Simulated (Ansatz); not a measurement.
Crystal: MoS2.

```
Mo S
1.0
     3.16900    0.00000    0.00000
    -1.58450    2.74443    0.00000
     0.00000    0.00000   12.32400
Mo S
2 4
Direct
  0.66667 0.33333 0.75000
  0.33333 0.66667 0.25000
  0.66667 0.33333 0.37700
  0.33333 0.66667 0.87700
  0.66667 0.33333 0.12300
  0.33333 0.66667 0.62300
```

Base run:

```yaml
Program: Ansatz 0.2.0
Functional: PBE
Potentials_or_basis: Ansatz PAW
Cutoff: 300 eV
Density_cutoff: 1200 eV
k_mesh: 10 × 10 × 3
Occupations: fermi-dirac, width 0.05 eV
Spin: no spin polarisation
```

Its results: band gap on the k mesh 0.93 eV, indirect (least direct gap 1.87 eV); pressure 2.2 GPa; largest force 0.047 eV/Å.

**Question.** The run is repeated on the same cell with these changes: functional from PBE to HISS; cutoff from 300 eV to 420 eV (not typed: the program's choice for these potentials); k mesh from 10 × 10 × 3 to 6 × 6 × 2. What comes out?

**Answer.** Band gap on the k mesh 1.58 eV, indirect (least direct gap 2.15 eV); pressure -5.2 GPa; largest force 0.863 eV/Å.

Several settings changed at once, so the effect can't be laid on one alone.

Caveats: odd divisions of the mesh miss points on the zone boundary, where band edges often lie, so the gap on the mesh can be too wide (some runs); this functional lacks dispersion, which binds the layers, so the pressure and a relaxed spacing across them are unreliable (some runs); the cutoff lies under the one recommended for these potentials (some runs); the PAW data sets come from PBE, with cores solved anew for the run's functional, which leaves a small shift of forces and pressure (some runs); the thresholds are loose for stress (some runs).

A k mesh can miss the band edges.
